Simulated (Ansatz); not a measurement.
# A family in space group Fm-3m

Theory: DFT, PBE, all-electron LAPW, scalar-relativistic in Ansatz 0.2.0.

All cells have space group Fm-3m and are held fixed (conventional cell and sites). Prototypes and MP cells are computed structures that needn't be known or stable phases of these compounds. Gaps are the smallest over the k mesh and a high-symmetry path; Bader charges come from PAW runs of the same cells. Open d or f shells run without spin or U come out metallic where the real compound may not be. Semilocal functionals give too small gaps and can close them; gaps under 0.4 eV may also close off the mesh. Rows with a moment start ferromagnetic; other orders may lie lower, and can open a gap.

Spin–orbit coupling is left out, though it moves levels of the heavy atoms by tenths of an eV or more.

Fe: a = 3.66 Å, b = 3.66 Å, c = 3.66 Å; Fe 4a (0.000 0.000 0.000); 17×17×17 mesh, smearing 0.03 eV, MP-relaxed cell mp-150
Ru: a = 3.83 Å, b = 3.83 Å, c = 3.83 Å; Ru 4a (0.000 0.000 0.000); 16×16×16 mesh, smearing 0.05 eV, COD 1534914, reported
Br: a = 4.72 Å, b = 4.72 Å, c = 4.72 Å; Br 4a (0.000 0.000 0.000); 16×16×16 mesh, smearing 0.03 eV, fcc type, relaxed by us
Tl: a = 5.00 Å, b = 5.00 Å, c = 5.00 Å; Tl 4a (0.000 0.000 0.000); 14×14×14 mesh, smearing 0.08 eV, fcc type, relaxed by us
Ni: a = 3.54 Å, b = 3.54 Å, c = 3.54 Å; Ni 4a (0.000 0.000 0.000); 18×18×18 mesh, smearing 0.05 eV, COD 2100640, reported
Cu: a = 3.62 Å, b = 3.62 Å, c = 3.62 Å; Cu 4a (0.000 0.000 0.000); 19×19×19 mesh, smearing 0.08 eV, COD 5000216, reported

```
compound  P (GPa)  gap (eV)  cell moment (μB)
      Fe     -1.9      none               2.6
      Ru     -4.5      none   unpolarised run
      Br      0.0      none   unpolarised run
      Tl      0.0      none   unpolarised run
      Cu      1.7      none   unpolarised run
```

Question: Predict the row of Ni (spin-polarised from parallel starts).

Answer: P (GPa): -2.9, gap (eV): none, cell moment (μB): 0.6.
